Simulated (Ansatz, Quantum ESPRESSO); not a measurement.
# Charging honeycomb BAs, 2 layers, AB stacking, part 2 of 4

How does the Fermi level of honeycomb BAs, 2 layers, AB stacking move as charge is added against a counter-electrode?

Quantum ESPRESSO 7.5; plane-wave DFT, PBEsol, GBRV ultrasoft pseudopotentials; geometry by Ansatz 0.2.0 with PAW datasets.

So far: The structure; Relaxation with Ansatz.

### 3. Self-consistent run: charge -0.0299 e

ESM with bc3 puts vacuum below and a metal electrode at the cell's upper end, z = c/2, which holds the counter charge and sets the zero of potential. tot_charge counts missing electrons, so a negative value adds electrons. The energies and forces that the log prints for charged cells are not used here.

Level of this step: plane-wave DFT, PBEsol, GBRV ultrasoft pseudopotentials (Quantum ESPRESSO 7.5).

Input file q0.in:

```
&control
  prefix = 'q0'
  outdir = './out'
  pseudo_dir = './pseudo'
  calculation = 'scf'
  tprnfor = .true.
/
&system
  ibrav = 0
  nat = 4
  ntyp = 2
  ecutwfc = 40
  ecutrho = 200
  occupations = 'smearing'
  smearing = 'fd'
  degauss = 0.004
  assume_isolated = 'esm'
  esm_bc = 'bc3'
  tot_charge = -0.0299
/
&electrons
  conv_thr = 1e-08
  mixing_beta = 0.4
  electron_maxstep = 120
  mixing_mode = 'local-TF'
/
ATOMIC_SPECIES
  As  74.9216  as_pbesol_v1.uspp.F.UPF
  B   10.8100  b_pbesol_v1.4.uspp.F.UPF
CELL_PARAMETERS angstrom
  3.37073651415952 0.00000000000000 -0.00000000000000
  -1.68536825707976 2.91914345072595 -0.00000000000000
  -0.00000000000000 -0.00000000000000 19.30000000000000
ATOMIC_POSITIONS crystal
  As  0.666666666667 0.333333333333 -0.040893043906
  B   0.333333333333 0.666666666667 -0.043518822017
  As  0.000000000000 -0.000000000000 0.147145765023
  B   0.666666666667 0.333333333333 0.144646160541
K_POINTS automatic
  24 24 1 0 0 0
```

The run is started by

```sh
> OMP_NUM_THREADS=1 mpirun -n 4 pw.x -nk 4 -in q0.in > q0.out
```

Output:

```text
Program PWSCF v.7.5 starts
[citation notice left out]

     Parallel version (MPI & OpenMP), running on       4 processor cores
     Number of MPI processes:                 4
     Threads/MPI process:                     1

     MPI processes distributed on     1 nodes
[...]
Current dimensions of program PWSCF are:
     Max number of different atomic species (ntypx) = 10
     Max number of k-points (npk) =  40000
     Max angular momentum in pseudopotentials (lmaxx) =  4
     Message from routine setup:
     using ibrav=0 with symmetry is DISCOURAGED, use correct ibrav instead

     K-points division:     npool     =       4
     Subspace diagonalization in iterative solution of the eigenvalue problem:
     a serial algorithm will be used

     G-vector sticks info
     --------------------
     sticks:   dense  smooth     PW     G-vecs:    dense   smooth      PW
     Sum         559     439    139                61227    43713    7311

     Using Slab Decomposition

     bravais-lattice index     =            0
     lattice parameter (alat)  =       6.3698  a.u.
     unit-cell volume          =    1281.5459 (a.u.)^3
     number of atoms/cell      =            4
     number of atomic types    =            2
     number of electrons       =        16.03
     number of Kohn-Sham states=           12
     kinetic-energy cutoff     =      40.0000  Ry
     charge density cutoff     =     200.0000  Ry
     scf convergence threshold =      1.0E-08
     mixing beta               =       0.4000
     number of iterations used =            8  local-TF  mixing
     Exchange-correlation= SLA  PW   PSX  PSC
                           (   1   4  10   8   0   0   0)

     Effective Screening Medium Method
     =================================
     Boundary Conditions: Vacuum-Slab-Metal
     total charge in unit cell        =  -0.0299
     grid points for fit at edges     =        4

     celldm(1)=   6.369769  celldm(2)=   0.000000  celldm(3)=   0.000000
     celldm(4)=   0.000000  celldm(5)=   0.000000  celldm(6)=   0.000000

     crystal axes: (cart. coord. in units of alat)
               a(1) = (   1.000000   0.000000  -0.000000 )
               a(2) = (  -0.500000   0.866025  -0.000000 )
               a(3) = (  -0.000000  -0.000000   5.725752 )

     reciprocal axes: (cart. coord. in units 2 pi/alat)
               b(1) = (  1.000000  0.577350  0.000000 )
               b(2) = (  0.000000  1.154701  0.000000 )
               b(3) = (  0.000000  0.000000  0.174650 )

     PseudoPot. # 1 for As read from file:
     ./pseudo/as_pbesol_v1.uspp.F.UPF
     Pseudo is Ultrasoft + core correction, Zval =  5.0
     Generated by new atomic code, or converted to UPF format
     Using radial grid of  875 points,  6 beta functions with:
                l(1) =   0
                l(2) =   0
                l(3) =   1
                l(4) =   1
                l(5) =   2
                l(6) =   2
     Q(r) pseudized with  8 coefficients,  rinner =    1.300   1.300   1.300
                                                       1.300   1.300

     PseudoPot. # 2 for B  read from file:
     ./pseudo/b_pbesol_v1.4.uspp.F.UPF
     Pseudo is Ultrasoft + core correction, Zval =  3.0
     Generated by new atomic code, or converted to UPF format
     Using radial grid of  781 points,  4 beta functions with:
                l(1) =   0
                l(2) =   0
                l(3) =   1
                l(4) =   1
     Q(r) pseudized with  8 coefficients,  rinner =    1.100   1.100   1.100

     atomic species   valence    mass     pseudopotential
     As                5.00    74.92160     As( 1.00)
     B                 3.00    10.81000     B ( 1.00)

      6 Sym. Ops. (no inversion) found

   Cartesian axes

     site n.     atom                  positions (alat units)
         1        As     tau(   1) = (   0.5000000   0.2886751  -0.2341434  )
         2        B      tau(   2) = (  -0.0000000   0.5773503  -0.2491780  )
         3        As     tau(   3) = (   0.0000000   0.0000000   0.8425201  )
         4        B      tau(   4) = (   0.5000000   0.2886751   0.8282080  )

     number of k points=    61  Fermi-Dirac smearing, width (Ry)=  0.0040
                       cart. coord. in units 2pi/alat
        k(    1) = (   0.0000000   0.0000000   0.0000000), wk =   0.0034722
        k(    2) = (   0.0000000   0.0481125   0.0000000), wk =   0.0208333
        k(    3) = (   0.0000000   0.0962250   0.0000000), wk =   0.0208333
        k(    4) = (   0.0000000   0.1443376   0.0000000), wk =   0.0208333
        k(    5) = (   0.0000000   0.1924501   0.0000000), wk =   0.0208333
        k(    6) = (   0.0000000   0.2405626   0.0000000), wk =   0.0208333
        k(    7) = (   0.0000000   0.2886751   0.0000000), wk =   0.0208333
        k(    8) = (   0.0000000   0.3367877   0.0000000), wk =   0.0208333
        k(    9) = (   0.0000000   0.3849002   0.0000000), wk =   0.0208333
        k(   10) = (   0.0000000   0.4330127   0.0000000), wk =   0.0208333
[...]
k(   61) = (   0.3333333   0.5773503   0.0000000), wk =   0.0069444

     Dense  grid:    61227 G-vectors     FFT dimensions: (  30,  30, 180)

     Smooth grid:    43713 G-vectors     FFT dimensions: (  25,  25, 150)

     Estimated max dynamical RAM per process >     106.83 MB

     Estimated total dynamical RAM >     382.46 MB

     Initial potential from superposition of free atoms

     starting charge      15.9990, renormalised to      16.0299

     negative rho (up, down):  7.653E-05 0.000E+00
     Starting wfcs are   16 randomized atomic wfcs

     total cpu time spent up to now is        1.0 secs

     per-process dynamical memory:    57.5 Mb

     Self-consistent Calculation

     iteration #  1     ecut=    40.00 Ry     beta= 0.40
     Davidson diagonalization with overlap
     ethr =  1.00E-02,  avg # of iterations =  4.6

     negative rho (up, down):  3.114E-04 0.000E+00

     total cpu time spent up to now is        2.9 secs

     total energy              =     -92.45531293 Ry
     estimated scf accuracy    <       0.16855175 Ry

     iteration #  2     ecut=    40.00 Ry     beta= 0.40
[...]
negative rho (up, down):  3.574E-04 0.000E+00

[...]
total energy              =     -92.51008165 Ry
     estimated scf accuracy    <       0.08465946 Ry

     iteration #  3     ecut=    40.00 Ry     beta= 0.40
[...]
negative rho (up, down):  2.869E-05 0.000E+00

[...]
total energy              =     -92.53375377 Ry
[...]
c_bands:  1 eigenvalues not converged
     c_bands:  2 eigenvalues not converged
[...]
negative rho (up, down):  2.702E-05 0.000E+00

[...]
total energy              =     -92.55759619 Ry
     estimated scf accuracy    <       0.01717259 Ry

     iteration #  6     ecut=    40.00 Ry     beta= 0.40
[...]
negative rho (up, down):  2.035E-05 0.000E+00

[...]
total energy              =     -92.55620507 Ry
     estimated scf accuracy    <       0.01785266 Ry

     iteration #  7     ecut=    40.00 Ry     beta= 0.40
[...]
negative rho (up, down):  2.897E-04 0.000E+00

[...]
total energy              =     -92.56019881 Ry
     estimated scf accuracy    <       0.01527171 Ry

     iteration #  8     ecut=    40.00 Ry     beta= 0.40
[...]
negative rho (up, down):  1.563E-03 0.000E+00

[...]
total energy              =     -92.56553097 Ry
     estimated scf accuracy    <       0.02184879 Ry

     iteration #  9     ecut=    40.00 Ry     beta= 0.40
[...]
negative rho (up, down):  2.790E-03 0.000E+00

[...]
total energy              =     -92.56761066 Ry
     estimated scf accuracy    <       0.03189903 Ry

     iteration # 10     ecut=    40.00 Ry     beta= 0.40
[...]
negative rho (up, down):  3.072E-03 0.000E+00

[...]
total energy              =     -92.56941581 Ry
     estimated scf accuracy    <       0.03310490 Ry

     iteration # 11     ecut=    40.00 Ry     beta= 0.40
[...]
negative rho (up, down):  3.642E-03 0.000E+00

[...]
total energy              =     -92.57282569 Ry
     estimated scf accuracy    <       0.03705856 Ry

     iteration # 12     ecut=    40.00 Ry     beta= 0.40
[...]
negative rho (up, down):  1.928E-03 0.000E+00

[...]
total energy              =     -92.56663825 Ry
     estimated scf accuracy    <       0.04375033 Ry

     iteration # 13     ecut=    40.00 Ry     beta= 0.40
[...]
negative rho (up, down):  1.245E-03 0.000E+00

[...]
total energy              =     -92.55105291 Ry
     estimated scf accuracy    <       0.03233696 Ry

     iteration # 14     ecut=    40.00 Ry     beta= 0.40
[...]
negative rho (up, down):  1.747E-03 0.000E+00

[...]
total energy              =     -92.55232780 Ry
     estimated scf accuracy    <       0.00540264 Ry

[...]
iteration # 28     ecut=    40.00 Ry     beta= 0.40
[...]
c_bands:  2 eigenvalues not converged
[...]
negative rho (up, down):  1.852E-04 0.000E+00

[...]
total energy              =     -92.55370994 Ry
     estimated scf accuracy    <       0.00001549 Ry

     iteration # 29     ecut=    40.00 Ry     beta= 0.40
[...]
c_bands:  1 eigenvalues not converged
[...]
negative rho (up, down):  1.438E-04 0.000E+00

[...]
total energy              =     -92.55371415 Ry
     estimated scf accuracy    <       0.00000330 Ry

     iteration # 30     ecut=    40.00 Ry     beta= 0.40
[...]
c_bands:  2 eigenvalues not converged
     c_bands:  2 eigenvalues not converged
     c_bands:  1 eigenvalues not converged
[...]
negative rho (up, down):  8.902E-05 0.000E+00

[...]
total energy              =     -92.55371125 Ry
     estimated scf accuracy    <       0.00000138 Ry

     iteration # 31     ecut=    40.00 Ry     beta= 0.40
[...]
negative rho (up, down):  1.112E-04 0.000E+00

[...]
total energy              =     -92.55370949 Ry
     estimated scf accuracy    <       0.00000065 Ry

     iteration # 32     ecut=    40.00 Ry     beta= 0.40
[...]
negative rho (up, down):  1.629E-04 0.000E+00

[...]
total energy              =     -92.55370130 Ry
     estimated scf accuracy    <       0.00000012 Ry

     iteration # 33     ecut=    40.00 Ry     beta= 0.40
[...]
c_bands:  3 eigenvalues not converged
     c_bands:  3 eigenvalues not converged
     c_bands:  1 eigenvalues not converged
[...]
negative rho (up, down):  1.670E-04 0.000E+00

[...]
total energy              =     -92.55370378 Ry
     estimated scf accuracy    <       0.00000008 Ry

     iteration # 34     ecut=    40.00 Ry     beta= 0.40
[...]
c_bands:  2 eigenvalues not converged
     c_bands:  2 eigenvalues not converged
[...]
negative rho (up, down):  1.690E-04 0.000E+00

[...]
total energy              =     -92.55369898 Ry
     estimated scf accuracy    <       0.00000002 Ry

     iteration # 35     ecut=    40.00 Ry     beta= 0.40
[...]
c_bands:  2 eigenvalues not converged
[...]
negative rho (up, down):  1.864E-04 0.000E+00

[...]
End of self-consistent calculation

          k = 0.0000 0.0000 0.0000 (  5437 PWs)   bands (ev):

   -16.0154 -15.7660  -6.6969  -5.2591  -3.5630  -3.5630  -3.4443  -3.4443
     1.0063   1.8350   2.0100   2.5588

          k = 0.0000 0.0481 0.0000 (  5481 PWs)   bands (ev):

   -15.9909 -15.7419  -6.6689  -5.2324  -3.7373  -3.6210  -3.6150  -3.4997
     1.0362   1.9007   2.0405   2.1949

          k = 0.0000 0.0962 0.0000 (  5519 PWs)   bands (ev):

   -15.9175 -15.6696  -6.5852  -5.1531  -4.2038  -4.0731  -3.7816  -3.6543
     1.1239   1.9373   2.0962   2.2360

          k = 0.0000 0.1443 0.0000 (  5511 PWs)   bands (ev):

   -15.7958 -15.5497  -6.4464  -5.0301  -4.8454  -4.7129  -4.0135  -3.8793
     1.2732   1.8030   2.0081   2.3446

          k = 0.0000 0.1925 0.0000 (  5519 PWs)   bands (ev):

   -15.6269 -15.3837  -6.2553  -5.6043  -5.4468  -4.8313  -4.2827  -4.1424
     1.4786   1.5759   1.8078   2.5328

          k = 0.0000 0.2406 0.0000 (  5517 PWs)   bands (ev):

   -15.4126 -15.1733  -6.3955  -6.2301  -5.9883  -4.5995  -4.5612  -4.4161
     1.3185   1.5678   1.7493   2.7553

[...]
the Fermi energy is    -1.1835 ev

!    total energy              =     -92.55369599 Ry
     estimated scf accuracy    <          8.7E-09 Ry
     smearing contrib. (-TS)   =      -0.00019304 Ry
     internal energy E=F+TS    =     -92.55350295 Ry

     The total energy is F=E-TS. E is the sum of the following terms:
     one-electron contribution =   -2612.10358613 Ry
     hartree contribution      =    1309.08290507 Ry
     xc contribution           =     -68.34780618 Ry
     ewald contribution        =    1278.81498429 Ry

     convergence has been achieved in  35 iterations

     negative rho (up, down):  1.864E-04 0.000E+00

     Forces acting on atoms (cartesian axes, Ry/au):

     atom    1 type  1   force =     0.00000000    0.00000000   -0.00097661
     atom    2 type  2   force =     0.00000000    0.00000000    0.00017644
     atom    3 type  1   force =     0.00000000   -0.00000000    0.00087111
     atom    4 type  2   force =     0.00000000   -0.00000000    0.00024531

     Total force =     0.001343     Total SCF correction =     0.000100

[...]
=------------------------------------------------------------------------------=
   JOB DONE.
=------------------------------------------------------------------------------=
[...]
```

The job ended after 84 s (4 MPI ranks of Arm Neoverse V2, shared host; peak memory 0.57 GiB; 5.6 min of CPU time).

Read from the output:

```
Fermi energy                                                   : -1.183 eV
vacuum line at the lower end of the cell, over the Fermi level : 4.261 eV
slope of the potential above                                   : -0.5505 eV/Å
vacuum line at the upper end of the cell, over the Fermi level : 1.183 eV
```

The potential energy, planar mean oscillates, so the rows of the table below give means over windows of 1.93 Å about each position, cut where the curve ends. Its maxima inside the range that stand out by 2 % of the span (Å: eV): -0.8: 20.5, 1.0: 3.58, 2.9: 20.3, 4.9: 3.58. Its minima: -1.4: -4.30, -0.1: -3.86, 2.1: -4.50, 3.5: -3.86.

Electrostatic potential energy of an electron; zero at the Fermi level. The potential energy, planar mean by z; means over each step:

z (Å), potential energy, planar mean (eV) and a bar from the least value:
```
    -8.69        4.3 #####################
    -6.76        4.3 #####################
    -4.83        4.3 #####################
    -2.90        3.8 #################
    -0.97        5.3 ##############################
     0.96        2.1 ###
     2.89        5.0 ############################
     4.82        3.1 ############
     6.75        2.8 #########
     8.68        1.7
```

The run needed 35 iterations to bring the estimated error under 1e-08 Ry.

Inside the slab this potential holds the local part of the pseudopotentials, which can be repulsive at the nuclei; only its value in the vacuum has a meaning of its own.

Gauss's law asks for a slope of 180.95 q/A = -0.550 eV/Å in the gap; the run gives -0.550.

### 4. Ground state: charge -0.0149 e

The charge is stepped; where the run before has converged, its density is the start.

q1.in, as its differences from the input of step 3:

```diff
@@ -1,3 +1,3 @@
 &control
-  prefix = 'q0'
+  prefix = 'q1'
   outdir = './out'
@@ -18,3 +18,3 @@
   esm_bc = 'bc3'
-  tot_charge = -0.0299
+  tot_charge = -0.0149
 /
@@ -25,2 +25,3 @@
   mixing_mode = 'local-TF'
+  startingpot = 'file'
 /
```

The run is started by

```sh
> cp -r out/q0.save out/q1.save
> OMP_NUM_THREADS=1 mpirun -n 4 pw.x -nk 4 -in q1.in > q1.out
```

Output:

```text
[banner, memory and clock lines left out]
Program PWSCF v.7.5 starts
[...]
Message from routine setup:
[...]
number of electrons       =        16.01
     number of Kohn-Sham states=           12
     kinetic-energy cutoff     =      40.0000  Ry
     charge density cutoff     =     200.0000  Ry
[...]
number of k points=    61  Fermi-Dirac smearing, width (Ry)=  0.0040
[...]
Dense  grid:    61227 G-vectors     FFT dimensions: (  30,  30, 180)
[...]
The initial density is read from file :
[...]
negative rho (up, down):  1.863E-04 0.000E+00
     Starting wfcs are   16 randomized atomic wfcs
[...]
negative rho (up, down):  1.703E-04 0.000E+00
[...]
estimated scf accuracy    <       0.00404779 Ry
[...]
negative rho (up, down):  4.516E-04 0.000E+00
[...]
estimated scf accuracy    <       0.00317772 Ry
[...]
negative rho (up, down):  2.900E-04 0.000E+00
[...]
estimated scf accuracy    <       0.00044609 Ry
[...]
negative rho (up, down):  9.015E-05 0.000E+00
[...]
estimated scf accuracy    <       0.00027675 Ry
[...]
negative rho (up, down):  4.665E-05 0.000E+00
[...]
estimated scf accuracy    <       0.00020145 Ry
[...]
negative rho (up, down):  3.334E-05 0.000E+00
[...]
estimated scf accuracy    <       0.00012983 Ry
[...]
negative rho (up, down):  4.821E-05 0.000E+00
[...]
estimated scf accuracy    <       0.00003138 Ry
[...]
negative rho (up, down):  3.964E-05 0.000E+00
[...]
estimated scf accuracy    <       0.00000829 Ry
[...]
negative rho (up, down):  9.754E-05 0.000E+00
[...]
estimated scf accuracy    <       0.00000534 Ry
[...]
negative rho (up, down):  1.413E-04 0.000E+00
[...]
estimated scf accuracy    <       0.00000132 Ry
[...]
negative rho (up, down):  1.199E-04 0.000E+00
[...]
estimated scf accuracy    <       0.00000054 Ry
[...]
negative rho (up, down):  1.687E-04 0.000E+00
[...]
estimated scf accuracy    <       0.00000048 Ry
[...]
negative rho (up, down):  1.814E-04 0.000E+00
[...]
estimated scf accuracy    <       0.00000018 Ry
[...]
negative rho (up, down):  1.810E-04 0.000E+00
[...]
estimated scf accuracy    <       0.00000007 Ry
[...]
negative rho (up, down):  1.889E-04 0.000E+00
[...]
estimated scf accuracy    <       0.00000001 Ry
[...]
negative rho (up, down):  1.920E-04 0.000E+00
[...]
the Fermi energy is    -2.7989 ev
!    total energy              =     -92.55150633 Ry
     estimated scf accuracy    <          1.2E-09 Ry
     smearing contrib. (-TS)   =      -0.00013011 Ry
     internal energy E=F+TS    =     -92.55137622 Ry
[...]
one-electron contribution =   -2610.31085734 Ry
     hartree contribution      =    1307.28472203 Ry
     xc contribution           =     -68.34022520 Ry
     ewald contribution        =    1278.81498429 Ry
     convergence has been achieved in  16 iterations
     negative rho (up, down):  1.920E-04 0.000E+00
[...]
Total force =     0.001388     Total SCF correction =     0.000041
[...]
```

Run time: 64 s. Hardware: 4 MPI ranks; peak memory 0.54 GiB; 4.2 min of CPU time.

Numbers from this step:

```
Fermi energy                                                   : -2.799 eV
vacuum line at the lower end of the cell, over the Fermi level : 4.300 eV
slope of the potential above                                   : -0.2743 eV/Å
vacuum line at the upper end of the cell, over the Fermi level : 2.799 eV
```

The electrode's potential over the Fermi level goes from 1.183 to 2.799 eV, the far face's from 4.261 to 4.300 eV.

[end of part 2 of 4]

[Logs are printed without paths, hosts, clocks, repeated set-up lines and the standing remarks that a program may print on its own settings, such as how far it seeks lower states.]

[Hosts, paths, dates, database ids (printed as entryN), source tags and the programs' standing remarks are cut or masked in the printed files.]

[Maps of the electrostatic potential energy from Ansatz leave out the sawtooth potential of an applied field or a dipole correction, so their vacuum need not be flat; planar profiles and work functions include it.]
